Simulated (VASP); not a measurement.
# P (Cmmm) in VASP: equation of state

How stiff is P in PBE, and what volume does it want? The cell is scaled to several volumes.

Program: VASP 6.6.1. These are calculated values, not measurements. Logs are shortened: lines on timing, memory, paths and dates and some standing lists are left out, and cuts for length are marked.

### Step 1. Starting point

It takes space group Cmmm (No. 65, orthorhombic). The conventional cell has a = 3.553 Å, b = 12.435 Å, c = 2.380 Å, α = 90.00°, β = 90.00°, γ = 90.00°. P (site symmetry mmm) is surrounded by 4 P at 2.35 to 2.38 Å. P (site symmetry m2m) is surrounded by 5 P at 2.33 to 2.38 Å.

The cell was built by a generator and needn't be a form met in nature.

### Step 2. Equation of state, PBE, 16.48 Å³/atom (volume scaled by 0.94)

File INCAR:

```
  PREC = Accurate
  ENCUT = 520
  EDIFF = 1E-7
  ISMEAR = -1
  SIGMA = 0.05
  LREAL = False
  LASPH = True
  NELM = 100
  ALGO = Normal
  ISIF = 2
  LWAVE = False
  LCHARG = False
  GGA = PE
  NBANDS = 14
```

File KPOINTS:

```
Automatic mesh
0
Gamma
  8 8 11
```

File POSCAR:

```
P
1.0
    1.7401073759     -6.0903709179      0.0000000000
    1.7401073759      6.0903709179      0.0000000000
    0.0000000000      0.0000000000      2.3318459566
P
3
Direct
    0.0000000000      0.0000000000      0.5000000000
    0.8108300000      0.1891700000      0.5000000000
    0.1891700000      0.8108300000      0.5000000000
```

Potentials or basis: VASP PAW PBE potentials, release 64 (P).

The run is started by

```sh
$ cat potpaw_PBE.64/P/POTCAR > POTCAR
$ mpirun -np 1 vasp_std > vasp.out
```

OUTCAR:

```text
PREC = Accurate
   ENCUT = 520
   EDIFF = 1E-7
   ISMEAR = -1
   LREAL = False
   LASPH = True
   NELM = 100
   ISIF = 2
   GGA = PE

 Found    126 irreducible k-points:

 Following reciprocal coordinates:
            Coordinates               Weight
  0.000000  0.000000  0.000000      1.000000
  0.125000  0.000000  0.000000      4.000000
  0.250000  0.000000  0.000000      4.000000
  0.375000  0.000000  0.000000      4.000000
  0.500000  0.000000  0.000000      2.000000
  0.125000  0.125000  0.000000      2.000000
   k-points           NKPTS =    126   k-points in BZ     NKDIM =    126   number of bands    NBANDS=     14
   number of dos      NEDOS =    301   number of ions     NIONS =      3
   total plane-waves  NPLWV =  41472
   dimension x,y,z NGX =    48 NGY =   48 NGZ =   18
   dimension x,y,z NGXF=    96 NGYF=   96 NGZF=   36
   ions per type =               3
   NGX,Y,Z   is equivalent  to a cutoff of  12.60, 12.60, 12.83 a.u.
   NGXF,Y,Z  is equivalent  to a cutoff of  25.20, 25.20, 25.67 a.u.
 SYSTEM =  unknown system
   PREC   = accura    normal or accurate (medium, high low for compatibility)
   ISTART =      0    job   : 0-new  1-cont  2-samecut
   ICHARG =      2    charge: 1-file 2-atom 10-const
   ISPIN  =      1    spin polarized calculation?
   LNONCOLLINEAR =      F non collinear calculations
   LSORBIT =      F    spin-orbit coupling
   LASPH  =      T    aspherical Exc in radial PAW
   ENCUT  =  520.0 eV  38.22 Ry    6.18 a.u.  11.78 11.78  4.34*2*pi/ulx,y,z
   NELM   =    100;   NELMIN=  2; NELMDL= -5     # of ELM steps
   EDIFF  = 0.1E-06   stopping-criterion for ELM
   LREAL  =      F    real-space projection
   EDIFFG = 0.1E-05   stopping-criterion for IOM
   NSW    =      0    number of steps for IOM
   IBRION =     -1    ionic relax: 0-MD 1-quasi-New 2-CG
   NFREE  =      0    steps in history (QN), initial steepest desc. (CG)
   ISIF   =      2    stress and relaxation
   ISYM   =      2    0-nonsym 1-usesym 2-fastsym
   POTIM  = 0.5000    time-step for ionic-motion
   TEBEG  =    0.0;   TEEND  =   0.0 temperature during run
   PSTRESS=    0.0 pullay stress
   NELECT =      15.0000    total number of electrons
   NUPDOWN=      -1.0000    fix difference up-down
   EMIN   =  10.00;   EMAX   =-10.00  energy-range for DOS
   EFERMI =   0.00;   METHOD = LEGACY
   ISMEAR =    -1;   SIGMA  =   0.05  broadening in eV -4-tet -1-fermi 0-gaus
   EFERMI_NEDOS =   21; number of points for ismear=-14 and -15
   IALGO  =     38    algorithm
   IMIX   =      4    mixing-type and parameters
     AMIX     =   0.40;   BMIX     =  1.00
     AMIX_MAG =   1.60;   BMIX_MAG =  1.00
  volume/ion in A,a.u.               =      16.48       111.18
  Fermi-wavevector in a.u.,A,eV,Ry     =   1.100159  2.078999 16.467803  1.210349
  Thomas-Fermi vector in A             =   2.236565
   LORBIT       =      0    0 simple, 1 ext, 2 COOP (PROOUT), +10 PAW based schemes
   GGA     = PE    functional components
   LHFCALC =     F    Hartree Fock is set to
   AEXX    =    0.0000 exact exchange contribution
   IVDW    =     0    specifies the selected vdW correction
   LEPSILON=     F    determine dielectric tensor
   LRPA    =     F    only Hartree local field effects (RPA)
 non-spin polarized calculation
  energy-cutoff  :      520.00
  volume of cell :       49.43
 maximum number of plane-waves:      1361
   NGX = 23   NGY = 23   NGZ =  9

 number of electron      15.0000001 magnetization

 Free energy of the ion-electron system (eV)
  ---------------------------------------------------
  ext. energy  EPLUGINS =         0.00000000
  ---------------------------------------------------
  free energy    TOTEN  =       -15.21871314 eV

  energy without entropy =      -15.20851514  energy(sigma->0) =      -15.21361414

 E-fermi :   8.0397     XC(G=0): -10.4852

 val. band max:        7.9919709002   @ k =   0.1250   0.0000   0.3636
 cond. band min:       8.0596259689   @ k =  -0.2500   0.2500   0.1818
 fundamental gap:      0.0676550687
 Fermi energy:         8.0396950962

 k-point     1 :       0.0000    0.0000    0.0000
  band No.  band energies     occupation
      1      -8.6717      2.00000
      2      -4.9286      2.00000
      3      -4.0583      2.00000
      4       2.7356      2.00000
      5       4.8059      2.00000
      6       5.5035      2.00000
      7       6.0787      2.00000
      8       8.2971      0.01155
      9      10.6562      0.00000
     10      11.9945      0.00000
     11      14.6908      0.00000
     12      14.7506      0.00000
     13      15.6192      0.00000
     14      17.4419      0.00000

 k-point     2 :       0.1250    0.0000    0.0000
  band No.  band energies     occupation
      1      -8.5161      2.00000
      2      -5.0067      2.00000
      3      -3.9008      2.00000
      4       1.6066      2.00000
      5       4.6673      2.00000
      6       5.3923      2.00000
      7       6.3760      2.00000
      8       9.0634      0.00000
      9      10.1521      0.00000
     10      13.1287      0.00000
     11      13.6858      0.00000
     12      14.8666      0.00000
     13      16.0153      0.00000
     14      17.6106      0.00000

 k-point     3 :       0.2500    0.0000    0.0000
  band No.  band energies     occupation
      1      -8.0631      2.00000
      2      -5.1810      2.00000
      3      -3.6864      2.00000
      4       0.3286      2.00000
      5       3.5790      2.00000
      6       4.6122      2.00000
      7       7.2053      2.00000
      8       9.2110      0.00000
      9      11.2495      0.00000
     10      12.8855      0.00000
     11      15.2000      0.00000
     12      15.5815      0.00000
     13      16.5836      0.00000
     14      17.3983      0.00000

 k-point     4 :       0.3750    0.0000    0.0000
  band No.  band energies     occupation
      1      -7.3740      2.00000
      2      -5.5567      2.00000
      3      -3.7228      2.00000
      4      -0.1066      2.00000
      5       2.7702      2.00000
      6       3.6595      2.00000
      7       7.2914      2.00000
      8       8.6878      0.00000
      9      13.1261      0.00000
     10      13.9727      0.00000
     11      15.6944      0.00000
     12      16.3791      0.00000
     13      17.0264      0.00000
     14      18.2469      0.00000

 k-point     5 :       0.5000    0.0000    0.0000
  band No.  band energies     occupation
      1      -6.8036      2.00000
      2      -6.0215      2.00000
      3      -3.7941      2.00000
      4      -0.0782      2.00000
      5       2.6117      2.00000
      6       3.0667      2.00000
      7       7.2055      2.00000
      8       8.5430      0.00008
      9      13.7598      0.00000
     10      14.7533      0.00000
     11      16.0864      0.00000
     12      16.6783      0.00000
     13      17.3790      0.00000
     14      18.4102      0.00000

 k-point     6 :       0.1250    0.1250    0.0000
  band No.  band energies     occupation
      1      -8.1030      2.00000
      2      -4.5906      2.00000
      3      -4.3436      2.00000
      4       0.3375      2.00000
      5       3.5512      2.00000
      6       5.5596      2.00000
      7       6.1609      2.00000
      8       9.7482      0.00000
      9      11.2001      0.00000
     10      12.2302      0.00000
     11      15.1690      0.00000
     12      15.4715      0.00000
     13      16.9046      0.00000
     14      17.8840      0.00000

 [... further k-points ...]

------------------------ aborting loop because EDIFF is reached ----------------------------------------

  FORCE on cell =-STRESS in cart. coord.  units (eV):
  Direction    XX          YY          ZZ          XY          YZ          ZX
  --------------------------------------------------------------------------------------
  -------------------------------------------------------------------------------------
  Total        1.8546116      2.1889686      0.9882014      0.0000000      0.0000000      0.0000000
  in kB       60.1192996     70.9578549     32.0336468      0.0000000      0.0000000      0.0000000
  external PRESSURE =      54.3702671 kB  Pullay stress =       0.0000000 kB

 VOLUME and BASIS-vectors are now :
 -----------------------------------------------------------------------------
  energy-cutoff  :      520.00
  volume of cell :       49.43
      direct lattice vectors                 reciprocal lattice vectors
     1.740107376 -6.090370918  0.000000000     0.287338590 -0.082096806  0.000000000
     1.740107376  6.090370918  0.000000000     0.287338590  0.082096806  0.000000000
     0.000000000  0.000000000  2.331845957     0.000000000  0.000000000  0.428844794

 POSITION                                       TOTAL-FORCE (eV/Angst)
 -----------------------------------------------------------------------------------
      0.00000      0.00000      1.16592        -0.000000     -0.000000      0.000000
      1.74011     -3.78614      1.16592         0.000000     -0.282886      0.000000
      1.74011      3.78614      1.16592         0.000000      0.282886      0.000000
 -----------------------------------------------------------------------------------
    total drift:                                0.000000     -0.000000      0.000000

  FREE ENERGIE OF THE ION-ELECTRON SYSTEM (eV)
  ---------------------------------------------------
  free  energy   TOTEN  =       -15.2187131431 eV

  energy  without entropy=      -15.2085151440  energy(sigma->0) =      -15.21361414
```

Wall time 47 s (1 thread of Intel Xeon Platinum 8488C (Sapphire Rapids), shared host); peak memory 0.21 GiB.

Results:

- Free energy: -15.2187 eV
- Pressure: 5.4 GPa
- Largest force: 0.283 eV/Å
- Band gap on the k mesh: none (metal or under the smearing width)

### Step 3. Equation of state, PBE, 16.83 Å³/atom (volume scaled by 0.96)

File INCAR:

```
PREC = Accurate
ENCUT = 520
EDIFF = 1E-7
ISMEAR = -1
SIGMA = 0.05
LREAL = False
LASPH = True
NELM = 100
ALGO = Normal
ISIF = 2
LWAVE = False
LCHARG = False
GGA = PE
NBANDS = 14
```

File KPOINTS:

```
regular mesh
0
Gamma
  8 8 11
```

File POSCAR:

```
P
1.0
    1.7523620570     -6.1332622670      0.0000000000
    1.7523620570      6.1332622670      0.0000000000
    0.0000000000      0.0000000000      2.3482679481
P
3
Direct
    0.0000000000      0.0000000000      0.5000000000
    0.8108300000      0.1891700000      0.5000000000
    0.1891700000      0.8108300000      0.5000000000
```

Potentials or basis: VASP PAW PBE potentials, release 64 (P).

The run is started by

```sh
$ cat potpaw_PBE.64/P/POTCAR > POTCAR
$ mpirun -np 1 vasp_std > vasp.out
```

Run time: 49 s. Hardware: 1 thread of Intel Xeon Platinum 8488C (Sapphire Rapids), shared host; peak memory 0.22 GiB.

It converged, with:

```yaml
Free_energy: -15.2475 eV
Pressure: 3.3 GPa
Largest_force: 0.224 eV/Å
Band_gap_on_the_k_mesh: none (metal or under the smearing width)
```

### Step 4. Equation of state, PBE, 17.18 Å³/atom (volume scaled by 0.98)

File INCAR:

```
PREC = Accurate
ENCUT = 520
EDIFF = 1E-7
ISMEAR = -1
SIGMA = 0.05
LREAL = F
LASPH = T
NELM = 80
ALGO = Normal
ISIF = 2
LWAVE = F
LCHARG = F
GGA = PE
NBANDS = 14
```

KPOINTS is that of step 3.

File POSCAR:

```
P
1.0
    1.7644476945     -6.1755619642      0.0000000000
    1.7644476945      6.1755619642      0.0000000000
    0.0000000000      0.0000000000      2.3644634112
P
3
Direct
    0.0000000000      0.0000000000      0.5000000000
    0.8108300000      0.1891700000      0.5000000000
    0.1891700000      0.8108300000      0.5000000000
```

The run is started by

```sh
$ cat potpaw_PBE.64/P/POTCAR > POTCAR
$ mpirun -np 1 vasp_std > vasp.out
```

Wall time 48 s (1 thread of Intel Xeon Platinum 8488C (Sapphire Rapids), shared host); peak memory 0.22 GiB.

The run converged. Its results:

* Free energy: -15.2637 eV
* Pressure: 1.6 GPa
* Largest force: 0.173 eV/Å
* Band gap on the k mesh: none (metal or under the smearing width)

### Step 5. Equation of state, PBE, 17.88 Å³/atom (volume scaled by 1.02)

File INCAR:

```
SYSTEM = P
PREC = Accurate
ENCUT = 520
EDIFF = 1E-7
ISMEAR = -1
SIGMA = 0.05
LREAL = .FALSE.
LASPH = .TRUE.
NELM = 80
ALGO = Normal
ISIF = 2
LWAVE = .FALSE.
LCHARG = .FALSE.
GGA = PE
NBANDS = 14
```

File KPOINTS:

```
regular mesh
0
G
  8 8 11
  0 0 0
```

File POSCAR:

```
P
1.0
    1.7881343826     -6.2584653059      0.0000000000
    1.7881343826      6.2584653059      0.0000000000
    0.0000000000      0.0000000000      2.3962049627
P
3
Direct
    0.0000000000      0.0000000000      0.5000000000
    0.8108300000      0.1891700000      0.5000000000
    0.1891700000      0.8108300000      0.5000000000
```

The run is started by

```sh
$ cat potpaw_PBE.64/P/POTCAR > POTCAR
$ mpirun -np 1 vasp_std > vasp.out
```

It took 49 s on 1 thread of Intel Xeon Platinum 8488C (Sapphire Rapids), shared host; peak memory 0.22 GiB.

It converged, with:

```
Free energy            : -15.2659 eV
Pressure               : -1.2 GPa
Largest force          : 0.090 eV/Å
Band gap on the k mesh : none (metal or under the smearing width)
```

### Step 6. Equation of state, PBE, 18.23 Å³/atom (volume scaled by 1.04)

File INCAR:

```
SYSTEM = P
PREC = Accurate
ENCUT = 520
EDIFF = 1E-7
ISMEAR = -1
SIGMA = 0.05
LREAL = .False.
LASPH = .True.
NELM = 100
ALGO = Normal
ISIF = 2
LWAVE = .False.
LCHARG = .False.
GGA = PE
NBANDS = 14
```

File KPOINTS:

```
regular mesh
0
Gamma
  8 8 11
  0 0 0
```

File POSCAR:

```
P
1.0
    1.7997459702     -6.2991058298      0.0000000000
    1.7997459702      6.2991058298      0.0000000000
    0.0000000000      0.0000000000      2.4117651712
P
3
Direct
    0.0000000000      0.0000000000      0.5000000000
    0.8108300000      0.1891700000      0.5000000000
    0.1891700000      0.8108300000      0.5000000000
```

Potentials or basis: VASP PAW PBE potentials, release 64 (P).

The run is started by

```sh
$ cat potpaw_PBE.64/P/POTCAR > POTCAR
$ mpirun -np 1 vasp_std > vasp.out
```

It took 69 s on 1 thread of Intel Xeon Platinum 8488C (Sapphire Rapids), shared host; peak memory 0.23 GiB.

Results (log left out):

* Free energy: -15.2542 eV
* Pressure: -2.4 GPa
* Largest force: 0.054 eV/Å
* Band gap on the k mesh: none (metal or under the smearing width)

### Step 7. Equation of state, PBE, 18.58 Å³/atom (volume scaled by 1.06)

File INCAR:

```
ALGO     = Normal         # electronic algorithm
EDIFF    = 1E-7           # SCF threshold, eV
ENCUT    = 520            # plane-wave cutoff, eV
GGA      = PE             # functional
ISIF     = 2              # what is computed and relaxed
ISMEAR   = -1             # smearing method
LASPH    = T              # aspherical terms in the spheres
LCHARG   = F              # write CHGCAR
LREAL    = F              # projectors in reciprocal space
LWAVE    = F              # write WAVECAR
NBANDS   = 14             # bands
NELM     = 80             # most SCF steps
PREC     = Accurate       # precision mode
SIGMA    = 0.05           # smearing width, eV
```

File KPOINTS:

```
k-points
0
Gamma
  8 8 11
```

File POSCAR:

```
P
1.0
    1.8112096294     -6.3392286047      0.0000000000
    1.8112096294      6.3392286047      0.0000000000
    0.0000000000      0.0000000000      2.4271271470
P
3
Direct
    0.0000000000      0.0000000000      0.5000000000
    0.8108300000      0.1891700000      0.5000000000
    0.1891700000      0.8108300000      0.5000000000
```

The run is started by

```sh
$ cat potpaw_PBE.64/P/POTCAR > POTCAR
$ mpirun -np 1 vasp_std > vasp.out
```

Wall time 68 s (1 thread of Intel Xeon Platinum 8488C (Sapphire Rapids), shared host); peak memory 0.23 GiB.

The run converged. Its results:

| Quantity | Value |
| --- | --- |
| Free energy | -15.2346 eV |
| Pressure | -3.6 GPa |
| Largest force | 0.017 eV/Å |
| Band gap on the k mesh | none (metal or under the smearing width) |

### Step 8. Equation of state, PBE

Potentials or basis: VASP PAW PBE potentials, release 64 (P).

No new run: the results of the series are fitted here.

Results:

| Property | Result |
| --- | --- |
| Equilibrium volume | 17.56 Å³/atom |
| Bulk modulus at fixed shape and positions | 71 GPa |
| Pressure derivative of the bulk modulus | 5.3 (rough: it moves with the points fitted) |

Energy against volume, from the lowest point:
| volume (Å³/atom) | energy (meV/atom) |
| --- | --- |
| 16.475 | 16.89 |
| 16.826 | 7.27 |
| 17.176 | 1.88 |
| 17.527 | 0.00 |
| 17.877 | 1.15 |
| 18.228 | 5.06 |
| 18.578 | 11.59 |

Caveat: the cell was scaled at fixed shape and fractional positions, which overstates the stiffness of a crystal with free parameters, most of all of layers and chains.
